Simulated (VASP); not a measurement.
A calculation with VASP 6.6.1 of TiTe (native input, structure from a POSCAR):

The input INCAR:

```
ALGO = Fast
EDIFF = 1E-6
ENCUT = 520
GGA = PS
ISIF = 2
ISMEAR = 0
LASPH = True
LCHARG = True
LELF = True
LREAL = False
LVHAR = True
LWAVE = False
NELM = 60
PREC = Accurate
SIGMA = 0.02
```

The input KPOINTS:

```
k-points
0
Gamma
  8 8 4
```

Contents of POSCAR:

```
TiTe
1.0
    3.8420000000      0.0000000000      0.0000000000
   -1.9210000000      3.3272696013      0.0000000000
    0.0000000000      0.0000000000      6.4030000000
Te Ti
2 2
Direct
    0.6666666667      0.3333333333      0.7500000000
    0.3333333333      0.6666666667      0.2500000000
    0.0000000000      0.0000000000      0.5000000000
    0.0000000000      0.0000000000      0.0000000000
```

Potentials or basis: VASP PAW PBE potentials, release 64 (Te, Ti_pv).

The run is started by

```bash
$ cat potpaw_PBE.64/Te/POTCAR potpaw_PBE.64/Ti_pv/POTCAR > POTCAR
$ mpirun -np 1 vasp_std > vasp.out
```

Write the same calculation in another form: ASE script, structure typed inline.

As run:

File run.py:

```python
from ase import Atoms
from ase.calculators.vasp import Vasp
from ase.dft.bandgap import bandgap

atoms = Atoms(
    ['Te', 'Te', 'Ti', 'Ti'],
    cell=[[3.842, 0.0, 0.0], [-1.921, 3.3272696013, 0.0], [0.0, 0.0, 6.403]],
    scaled_positions=[[0.6666666667, 0.3333333333, 0.75], [0.3333333333, 0.6666666667, 0.25], [0.0, 0.0, 0.5], [0.0, 0.0, 0.0]],
    pbc=True,
)
calc = Vasp(
    directory='calc',
    xc='pbesol',
    pp='PBE',
    setups='materialsproject',
    prec='Accurate',
    encut=520,
    ediff=1e-06,
    ismear=0,
    sigma=0.02,
    lreal=False,
    lasph=True,
    nelm=60,
    algo='Normal',
    isif=2,
    lwave=False,
    lcharg=False,
    kpts=[8, 8, 4],
    gamma=True,
    nbands=24,
)
atoms.calc = calc

print('energy (eV):', atoms.get_potential_energy())
print('free energy (eV):', atoms.get_potential_energy(force_consistent=True))
print('forces (eV/A):')
print(atoms.get_forces())
print('stress (eV/A^3, Voigt):', atoms.get_stress())
print('Fermi level (eV):', calc.get_fermi_level())
gap, top, bottom = bandgap(calc)
print('band gap (eV):', gap, 'from (spin, k, band)', top, 'to', bottom)
```

Potentials or basis: VASP PAW PBE potentials, release 64 (Te, Ti_pv).

Launch:

```console
$ python run.py
```

Both were run:

|  | native input, structure from a POSCAR | ASE script, structure typed inline |
| --- | --- | --- |
| Pressure | 3.5 GPa | 3.5 GPa |
| Band gap on the k mesh | none (metal or under the smearing width) | none (metal or under the smearing width) |

Keys that steer only the numerical path or the files written may differ.

Caveat: the PAW data sets were made with another functional, which shifts forces and pressure a little.
